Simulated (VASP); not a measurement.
**InSb (F-43m) under uniaxial stress along [111]**

Wanted: the response of InSb to uniaxial stress along [111], as a table, with a fit that predicts a row left out.

Method: PBEsol; plane waves and PAW (In_d, Sb), in the first sound run; inputs show where later runs differ, in VASP 6.6.1.

### Step 1. The structure

The structure is cubic, space group F-43m (No. 216). Conventional cell: a = 6.479 Å, b = 6.479 Å, c = 6.479 Å, α = 90.00°, β = 90.00°, γ = 90.00°. Nearest to In lie 4 Sb at 2.81 Å. Sb has 4 In at 2.81 Å nearest. Farther neighbours are not listed.

Coordinates:

```cif
data_structure
_symmetry_space_group_name_H-M 'P 1'
_symmetry_Int_Tables_number 1
_cell_length_a 4.5813
_cell_length_b 4.5813
_cell_length_c 4.5813
_cell_angle_alpha 60.000
_cell_angle_beta 60.000
_cell_angle_gamma 60.000
_cell_volume 67.99
loop_
_atom_site_label
_atom_site_type_symbol
_atom_site_fract_x
_atom_site_fract_y
_atom_site_fract_z
_atom_site_occupancy
In1 In 0.00000 0.00000 0.00000 1
Sb2 Sb 0.25000 0.25000 0.25000 1
```

### Step 2. Relax the crystal, PBEsol

The series starts from the cell that this level prefers, so that zero strain is near zero stress.

This step took 2 runs in a row; the last is shown.

Level: PBEsol; plane waves and PAW (In_d, Sb).

Input file INCAR:

```
SYSTEM = InSb
PREC = Accurate
ENCUT = 450
EDIFF = 1E-07
NELM = 120
ISMEAR = 0
SIGMA = 0.02
LREAL = .FALSE.
ALGO = Normal
GGA = PS
NBANDS = 15
LASPH = .TRUE.
LORBIT = 11
LWAVE = .FALSE.
LCHARG = .FALSE.
KPAR = 12
IBRION = 2
NSW = 40
ISIF = 3
EDIFFG = -0.005
POTIM = 0.4
```

Input file POSCAR:

```
InSb
1.0
    0.0000000000      3.2608859936      3.2608859936
    3.2608859936      0.0000000000      3.2608859936
    3.2608859936      3.2608859936      0.0000000000
In Sb
1 1
Direct
    0.0000000000      0.0000000000      0.0000000000
    0.2500000000      0.2500000000      0.2500000000
```

Input file KPOINTS:

```
Automatic mesh
0
Gamma
8 8 8
0 0 0
```

Potentials, in the order of the species: In_d and Sb (PBE family, release 64).

On the command line:

```console
$ mpirun -np 12 vasp_std
```

What it wrote:

```text
[banner, memory and clock lines left out]
running   12 mpi-ranks, on    1 nodes
[...]
|                                                                             |
|           W    W    AA    RRRRR   N    N  II  N    N   GGGG   !!!           |
|           W    W   A  A   R    R  NN   N  II  NN   N  G    G  !!!           |
|           W    W  A    A  R    R  N N  N  II  N N  N  G       !!!           |
|           W WW W  AAAAAA  RRRRR   N  N N  II  N  N N  G  GGG   !            |
|           WW  WW  A    A  R   R   N   NN  II  N   NN  G    G                |
|           W    W  A    A  R    R  N    N  II  N    N   GGGG   !!!           |
|                                                                             |
|     For optimal performance we recommend to set                             |
|       NCORE = 2 up to number-of-cores-per-socket                            |
|     NCORE specifies how many cores store one orbital (NPAR=cpu/NCORE).      |
|     This setting can greatly improve the performance of VASP for DFT.       |
[...]
|     You enforced a specific xc type in the INCAR file but a different       |
|     [... a line on the potential file left out ...]
|     I HOPE YOU KNOW WHAT YOU ARE DOING!                                     |
|                                                                             |

 LDA part: xc-table for (Slater+PW92), standard interpolation
 POSCAR, INCAR and KPOINTS ok, starting setup
[...]
entering main loop
       N       E                     dE             d eps       ncg     rms          rms(c)
DAV:   1     0.109302008102E+03    0.10930E+03   -0.73916E+03   870   0.106E+03
DAV:   2    -0.525982122514E+00   -0.10983E+03   -0.10683E+03   919   0.277E+02
DAV:   3    -0.763874222154E+01   -0.71128E+01   -0.70817E+01  1108   0.755E+01
DAV:   4    -0.782722606834E+01   -0.18848E+00   -0.18838E+00  1080   0.143E+01
[...]
DAV:  11    -0.769585218213E+01   -0.21064E-04   -0.36290E-05   975   0.516E-02    0.226E-02
DAV:  12    -0.769585279617E+01   -0.61404E-06   -0.13049E-06  1070   0.963E-03    0.597E-03
DAV:  13    -0.769585275118E+01    0.44981E-07   -0.60730E-07  1024   0.604E-03
   1 F= -.76958528E+01 E0= -.76958226E+01  d E =-.769585E+01
[...]
reached required accuracy - stopping structural energy minimisation
```

Elapsed: 6.4 s, on 12 MPI ranks of AMD EPYC 7R43, shared host; peak memory 2 GiB.

The logs omit lines about the potential files and the build; timing stands in the text.

OUTCAR, selected parts (step 2):

```text
  Total       -0.0015933     -0.0015933     -0.0015933     -0.0000000      0.0000000     -0.0000000
  in kB       -0.0368109     -0.0368109     -0.0368109     -0.0000000      0.0000000     -0.0000000
  external PRESSURE =      -0.0368109 kB  Pullay stress =       0.0000000 kB

 POSITION                                       TOTAL-FORCE (eV/Angst)
 -----------------------------------------------------------------------------------
      0.00000      0.00000      0.00000         0.000000     -0.000000      0.000000
      1.63044      1.63044      1.63044        -0.000000      0.000000     -0.000000
 -----------------------------------------------------------------------------------
    total drift:                               -0.000000     -0.000000     -0.000000

  FREE ENERGIE OF THE ION-ELECTRON SYSTEM (eV)
  ---------------------------------------------------
  free  energy   TOTEN  =        -7.6958527512 eV

  energy  without entropy=       -7.6957924925  energy(sigma->0) =       -7.69582262

 reached required accuracy - stopping structural energy minimisation

[... 3 further parts left out ...]
[key lines of the parts left out:]
E-fermi :   4.7638
```

Read from the output:

```
energy(sigma→0) of the program : -7.6958 eV
stress, compression positive   : 0.00 along [111], 0.00 across it (mean), GPa
volume                         : 69.348 Å³
ionic steps                    : 1
```

### Step 3. Strain across the axis, PBEsol

One member in full: the axis is strained by -1 %, and the two directions across it are strained alike until their mean stress is under 0.012 GPa or five steps are spent.

This step took 3 runs, each at a new trial strain with the atoms of the one before; the last is shown.

Level: PBEsol; plane waves and PAW (In_d, Sb); cell typed or built by script.

Changes to INCAR since step 2:

```diff
@@ -15,7 +15,7 @@
 LCHARG = .FALSE.
-KPAR = 12
-IBRION = 2
-NSW = 40
-ISIF = 3
-EDIFFG = -0.005
-POTIM = 0.4
+KPAR = 3
+IBRION = 1
+NSW = 25
+ISIF = 2
+EDIFFG = -0.004
+POTIM = 0.3
```

Input file POSCAR:

```
InSb
1.0
   -0.0273228690      3.2419385680      3.2419385680
    3.2419385680     -0.0273228690      3.2419385680
    3.2419385680      3.2419385680     -0.0273228690
In Sb
1 1
Direct
    0.9992044863      0.9992044863      0.9992044863
    0.2507955137      0.2507955137      0.2507955137
```

KPOINTS is that of step 2.

On the command line:

```console
$ mpirun -np 3 vasp_std
```

What it wrote:

```text
[banner, memory and clock lines left out]
running    3 mpi-ranks, on    1 nodes
[...]
[... a notice as in an earlier step ...]

 LDA part: xc-table for (Slater+PW92), standard interpolation
 POSCAR, INCAR and KPOINTS ok, starting setup
[...]
entering main loop
       N       E                     dE             d eps       ncg     rms          rms(c)
DAV:   1     0.106376601498E+03    0.10638E+03   -0.72257E+03  1957   0.105E+03
DAV:   2    -0.103020925019E+01   -0.10741E+03   -0.10431E+03  2139   0.271E+02
DAV:   3    -0.765006472187E+01   -0.66199E+01   -0.65974E+01  2538   0.733E+01
DAV:   4    -0.782828210884E+01   -0.17822E+00   -0.17816E+00  2410   0.141E+01
[...]
DAV:  11    -0.769452594748E+01   -0.20945E-04   -0.36739E-05  2223   0.523E-02    0.224E-02
DAV:  12    -0.769452656384E+01   -0.61636E-06   -0.13324E-06  2531   0.960E-03    0.581E-03
DAV:  13    -0.769452649380E+01    0.70038E-07   -0.59584E-07  2314   0.622E-03
   1 F= -.76945265E+01 E0= -.76945263E+01  d E =-.769453E+01
 BRION: g(F)=  0.453E-06 g(S)=  0.000E+00
 reached required accuracy - stopping structural energy minimisation
```

Wall time 18 s (3 MPI ranks); peak memory 0.54 GiB.

OUTCAR, selected parts (step 3):

```text
  Total        0.0893240      0.0893240      0.0893240      0.0889839      0.0889839      0.0889839
  in kB        2.0738557      2.0738557      2.0738557      2.0659610      2.0659610      2.0659610
  external PRESSURE =       2.0738557 kB  Pullay stress =       0.0000000 kB

 POSITION                                       TOTAL-FORCE (eV/Angst)
 -----------------------------------------------------------------------------------
      6.45142      6.45142      6.45142         0.001615      0.001615      0.001615
      1.61927      1.61927      1.61927        -0.001615     -0.001615     -0.001615
 -----------------------------------------------------------------------------------
    total drift:                                0.000452      0.000452      0.000452

  FREE ENERGIE OF THE ION-ELECTRON SYSTEM (eV)
  ---------------------------------------------------
  free  energy   TOTEN  =        -7.6945264938 eV

  energy  without entropy=       -7.6945261833  energy(sigma->0) =       -7.69452634

[... 1 part as in an earlier step ...]

[... 3 further parts left out ...]
[key lines of the parts left out:]
E-fermi :   4.8261
```

Numbers from this step:

```
energy(sigma→0) of the program : -7.6945 eV
stress, compression positive   : 0.62 along [111], 0.00 across it (mean), GPa
ionic steps                    : 1
```

### Step 4. Band edges, TB-mBJ with spin-orbit coupling

Short lines in KPOINTS_OPT sample the zone centre along and across the axis, for masses, and the other valleys.

Level: TB-mBJ, spin-orbit coupling; plane waves and PAW (In_d, Sb); cell typed or built by script.

TB-mBJ has no energy functional, so the total energy, stress and pressure in this output mean nothing.

Input file INCAR:

```
SYSTEM = InSb
PREC = Accurate
ENCUT = 450
EDIFF = 1E-06
NELM = 150
ISMEAR = 0
SIGMA = 0.02
LREAL = .FALSE.
ALGO = Normal
METAGGA = MBJ
LASPH = .TRUE.
LNONCOLLINEAR = .TRUE.
MAGMOM = 0 0 0 0 0 0
NBANDS = 28
GGA_COMPAT = .FALSE.
LSORBIT = .TRUE.
LWAVE = .FALSE.
LCHARG = .FALSE.
KPAR = 3
```

POSCAR is that of step 3.

Input file KPOINTS:

```
Automatic mesh
0
Gamma
6 6 6
0 0 0
```

Input file KPOINTS_OPT:

```
Line mode
6
Line-mode
Reciprocal
  0.00000000   0.00000000   0.00000000
  0.02966404   0.02966404   0.02966404

  0.00000000   0.00000000   0.00000000
 -0.01839606   0.01839606   0.00000000

  0.31000000   0.31000000   0.00000000
  0.50000000   0.50000000   0.00000000

  0.00000000   0.31000000   0.31000000
  0.00000000   0.50000000   0.50000000

  0.45000000   0.45000000   0.45000000
  0.50000000   0.50000000   0.50000000

  0.45000000   0.00000000   0.00000000
  0.50000000   0.00000000   0.00000000

  0.42500000   0.42500000   0.00000000
  0.42478257   0.45079853   0.02579853

  0.50000000   0.50000000   0.50000000
  0.48160394   0.51839606   0.50000000
```

On the command line:

```console
$ mpirun -np 3 vasp_ncl
```

What it wrote:

```text
[banner, memory and clock lines left out]
running    3 mpi-ranks, on    1 nodes
[...]
[... a notice as in an earlier step ...]

 LDA part: xc-table for (None), standard interpolation
 POSCAR, INCAR and KPOINTS ok, starting setup
[...]
entering main loop
       N       E                     dE             d eps       ncg     rms          rms(c)
DAV:   1     0.732590934435E+03    0.73259E+03   -0.69878E+03  3136   0.116E+03
DAV:   2     0.599794326563E+03   -0.13280E+03   -0.12881E+03  3244   0.310E+02
DAV:   3     0.588223941700E+03   -0.11570E+02   -0.11416E+02  3924   0.111E+02
DAV:   4     0.587772728071E+03   -0.45121E+00   -0.45042E+00  3880   0.239E+01
[...]
DAV:  26     0.589388947230E+03   -0.52730E-04   -0.19262E-08  1640   0.123E-03    0.345E-04
DAV:  27     0.589388957483E+03    0.10253E-04   -0.77178E-09  1640   0.831E-04    0.377E-04
DAV:  28     0.589388958156E+03    0.67377E-06   -0.49402E-09  1640   0.669E-04
   1 F= 0.58938896E+03 E0= 0.58938896E+03  d E =-.818457E-11  mag=    -0.0000     0.0000    -0.0000
 Start KPOINTS_OPT (optional k-point list driver)
k-point batch [1-48\48]
       N       E                     dE             ncg
DAV:   1     0.261525945956E+04   -0.13268E+05     2688
DAV:   2    -0.372132367763E+04   -0.63366E+04     2820
DAV:   3    -0.437012422259E+04   -0.64880E+03     3368
DAV:   4    -0.439778802187E+04   -0.27664E+02     3352
[...]
DAV:   8    -0.440001407120E+04   -0.32433E-04     3972
DAV:   9    -0.440001407278E+04   -0.15830E-05     2364
DAV:  10    -0.440001407306E+04   -0.28096E-06     1956
```

It took 4.5 min on 3 MPI ranks; peak memory 1.4 GiB; 12 min of CPU time.

OUTCAR, selected parts (step 4):

```text
  LATTYP: Found a trigonal (rhomboedric) cell.
 ALAT       =     4.5848749052
 COS(alpha) =     0.4915546008

 Subroutine GETGRP returns: Found  6 space group operations
 (whereof  6 operations were pure point group operations)

The static configuration has the point symmetry C_3v.

 Found     56 irreducible k-points:

   k-points           NKPTS =     56   k-points in BZ     NKDIM =     56   number of bands    NBANDS=     28

   dimension x,y,z NGX =    32 NGY =   32 NGZ =   32
   dimension x,y,z NGXF=    64 NGYF=   64 NGZF=   64

   ENCUT  =  450.0 eV  33.07 Ry    5.75 a.u.   7.93  7.93  7.93*2*pi/ulx,y,z

   NELECT =      18.0000    total number of electrons

 E-fermi :   5.2352

 k-point     1 :       0.0000    0.0000    0.0000
  band No.  band energies     occupation
    ...
     14       4.4291      1.00000
     15       5.0936      1.00000
     16       5.0936      1.00000
     17       5.1560      1.00000
     18       5.1560      1.00000
     19       5.3244      0.00000
     20       5.3244      0.00000
     21       7.9169      0.00000
     22       7.9169      0.00000
     23       8.2635      0.00000
    ...

 k-point     2 :       0.1667   -0.0000    0.0000
  band No.  band energies     occupation
    ...
     14       2.6785      1.00000
     15       4.3790      1.00000
     16       4.3892      1.00000
     17       4.8319      1.00000
     18       4.8374      1.00000
     19       6.3424      0.00000
     20       6.3471      0.00000
     21       8.4690      0.00000
     22       8.4809      0.00000
     23       8.7263      0.00000
    ...

  Total      -46.3335417    -46.3335417    -46.3335417      0.0989032      0.0989032      0.0989032
  in kB    -1075.7366659  -1075.7366659  -1075.7366659      2.2962580      2.2962580      2.2962580
  external PRESSURE =   -1075.7366659 kB  Pullay stress =       0.0000000 kB

 POSITION                                       TOTAL-FORCE (eV/Angst)
 -----------------------------------------------------------------------------------
      6.45142      6.45142      6.45142         0.041469      0.041469      0.041469
      1.61927      1.61927      1.61927        -0.041469     -0.041469     -0.041469
 -----------------------------------------------------------------------------------
    total drift:                                0.042661      0.042661      0.042661

  FREE ENERGIE OF THE ION-ELECTRON SYSTEM (eV)
  ---------------------------------------------------
  free  energy   TOTEN  =       589.3889581564 eV

  energy  without entropy=      589.3889581564  energy(sigma->0) =      589.38895816

 Spin-Orbit-Coupling matrix elements
 Ion:    1  E_soc:     -0.0694870
 Ion:    2  E_soc:     -0.1235288

[... 1 part as in an earlier step ...]

[... 7 further parts left out ...]
```

### Step 5. Band edges, r2SCAN with spin-orbit coupling

Short lines in KPOINTS_OPT sample the zone centre along and across the axis, for masses, and the other valleys.

Level: r2SCAN, spin-orbit coupling; plane waves and PAW (In_d, Sb); cell typed or built by script.

Changes to INCAR since step 4:

```diff
@@ -4,3 +4,3 @@
 EDIFF = 1E-06
-NELM = 150
+NELM = 100
 ISMEAR = 0
@@ -9,3 +9,3 @@
 ALGO = Normal
-METAGGA = MBJ
+METAGGA = R2SCAN
 LASPH = .TRUE.
```

POSCAR is that of step 4.

KPOINTS is that of step 4.

KPOINTS_OPT is that of step 4.

On the command line:

```console
$ mpirun -np 3 vasp_ncl
```

What it wrote:

```text
[... set-up lines as in an earlier step ...]
 entering main loop
       N       E                     dE             d eps       ncg     rms          rms(c)
DAV:   1     0.989259736502E+02    0.98926E+02   -0.72606E+03  3136   0.120E+03
DAV:   2    -0.387173173899E+02   -0.13764E+03   -0.13354E+03  3232   0.322E+02
DAV:   3    -0.514097460133E+02   -0.12692E+02   -0.12529E+02  3960   0.117E+02
DAV:   4    -0.519012133607E+02   -0.49147E+00   -0.49059E+00  3740   0.257E+01
[...]
DAV:  12    -0.488372101675E+02   -0.10173E-04   -0.21368E-05  3528   0.492E-02    0.166E-02
DAV:  13    -0.488372114359E+02   -0.12684E-05   -0.50397E-06  2868   0.256E-02    0.627E-03
DAV:  14    -0.488372112821E+02    0.15381E-06   -0.84043E-07  2452   0.180E-02
   1 F= -.48837211E+02 E0= -.48837209E+02  d E =-.381361E-05  mag=     0.0000    -0.0000     0.0000
 Start KPOINTS_OPT (optional k-point list driver)
k-point batch [1-48\48]
       N       E                     dE             ncg
DAV:   1     0.261326488311E+04   -0.13270E+05     2688
DAV:   2    -0.395842876929E+04   -0.65717E+04     2836
DAV:   3    -0.460297498414E+04   -0.64455E+03     3332
DAV:   4    -0.462932019753E+04   -0.26345E+02     3240
DAV:   5    -0.463099960336E+04   -0.16794E+01     4520
DAV:   6    -0.463101491555E+04   -0.15312E-01     3436
DAV:   7    -0.463101588358E+04   -0.96803E-03     4456
DAV:   8    -0.463101590235E+04   -0.18772E-04     3124
DAV:   9    -0.463101590309E+04   -0.73502E-06     2080
```

The job ended after 12 min (3 MPI ranks; peak memory 1.4 GiB; 32 min of CPU time).

From OUTCAR (step 5):

```text
  Total        0.4638162      0.4638162      0.4638162      0.0896621      0.0896621      0.0896621
  in kB       10.7685289     10.7685289     10.7685289      2.0817055      2.0817055      2.0817055
  external PRESSURE =      10.7685289 kB  Pullay stress =       0.0000000 kB

 POSITION                                       TOTAL-FORCE (eV/Angst)
 -----------------------------------------------------------------------------------
      6.45142      6.45142      6.45142         0.000418      0.000418      0.000418
      1.61927      1.61927      1.61927        -0.000418     -0.000418     -0.000418
 -----------------------------------------------------------------------------------
    total drift:                                0.000638      0.000638      0.000638

  FREE ENERGIE OF THE ION-ELECTRON SYSTEM (eV)
  ---------------------------------------------------
  free  energy   TOTEN  =       -48.8372112821 eV

  energy  without entropy=      -48.8372074685  energy(sigma->0) =      -48.83720938

[... 2 parts as in an earlier step ...]

[... 1 further part left out ...]
[key lines of the parts left out:]
E-fermi :   5.0065
```

Read from the output:

| Quantity | Value |
| --- | --- |
| energy(sigma→0) of the program | -48.8372 eV |
| stress, compression positive | 1.49 along [111], 0.87 across it (mean), GPa |

The run ends at a pressure of 1.08 GPa, with forces up to 7.2e-4 eV/Å.

[end of part 1 of 2]

[Lines on the potential files, build, host, timing and source positions are cut from VASP's logs without a mark.]

[Logs are printed without paths, hosts, clocks, repeated set-up lines and the standing remarks that a program may print on its own settings, such as how far it seeks lower states.]

[Hosts, paths, dates, database ids (printed as entryN), source tags and the programs' standing remarks are cut or masked in the printed files.]

[In band tables of VASP the shares of atoms and orbitals are scaled to a sum of 1 inside the atoms' spheres.]
